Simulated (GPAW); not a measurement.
Cu3Au (Auricupride): relaxation of cell and atoms with revPBE+D4

The system is Cu3Au (Auricupride).

```
CELL_PARAMETERS angstrom
3.74000 0.00000 0.00000
0.00000 3.74000 0.00000
0.00000 0.00000 3.74000
ATOMIC_POSITIONS crystal
Au 0.00000 0.00000 0.00000
Cu 0.50000 0.50000 0.00000
Cu 0.50000 0.00000 0.50000
Cu 0.00000 0.50000 0.50000
```

```json
{
 "Program": "GPAW 26.7.0",
 "Task": "relaxation of cell and atoms",
 "Functional": "revPBE",
 "Dispersion": "D4",
 "Potentials or basis": "the program's PAW data sets (release 1.2.1) made for this functional",
 "Cutoff": "600 eV",
 "Basis": "pw",
 "k mesh": "7 × 7 × 7",
 "Occupations": "fermi-dirac, width 0.05 eV",
 "Spin": "no spin polarisation",
 "Maxiter": "150",
 "Optimizer": "BFGS",
 "Fmax": "0.05 eV/Å",
 "Max steps": "40",
 "Convergence": "density=1e-05 forces=0.0001"
}
```

```json
{
  "Relaxed volume": "13.00 Å³/atom",
  "Relaxed cell": "a = 3.732 Å, b = 3.732 Å, c = 3.732 Å, α = 90.00°, β = 90.00°, γ = 90.00°",
  "Space group after relaxing (to 0.05 Å)": "Pm-3m (No. 221)",
  "Energy gained by relaxing": "0.1 meV/atom",
  "Ionic steps": "3",
  "Pressure after relaxing": "0.0 GPa",
  "Band gap on the k mesh": "none (metal or under the smearing width)",
  "Dispersion energy per atom": "-0.994 eV"
}
```

Step by step:
```csv
step,energy change (eV),largest force (eV/Å),pressure (GPa),volume (Å³)
1,0.0000,0.0000,-0.99,52.31
2,-0.0002,0.0000,-0.86,52.27
3,-0.0006,0.0000,0.01,51.99
```

Final structure:
```xyz
4
Lattice="3.7322 0.0000 0.0000 0.0000 3.7322 0.0000 0.0000 0.0000 3.7322" Properties=species:S:1:pos:R:3 pbc="T T T"
Au    0.0000    0.0000    0.0000
Cu    1.8661    1.8661    0.0000
Cu    1.8661    0.0000    1.8661
Cu    0.0000    1.8661    1.8661
```

Levels at points of the mesh, in eV from the Fermi level:
```csv
k point,band 20,band 21,band 22,band 23,band 24,band 25
"(0.00, 0.00, 0.00)",-1.34,-1.34,1.31,1.31,1.31,6.18
```

Run time: 84 s on 1 thread of Arm Neoverse V2, with other jobs on the host, peak memory 0.22 GiB.

Caveat: with these Cu and Au data sets, volumes or pressures lay over 1.5 % or 2 GPa off other programs in two to four cells of ten; later steps reuse the first step's grids; pairwise dispersion overbinds metals, which lowers pressure and volume. Spin-orbit coupling is left out, which matters for the levels of Au.
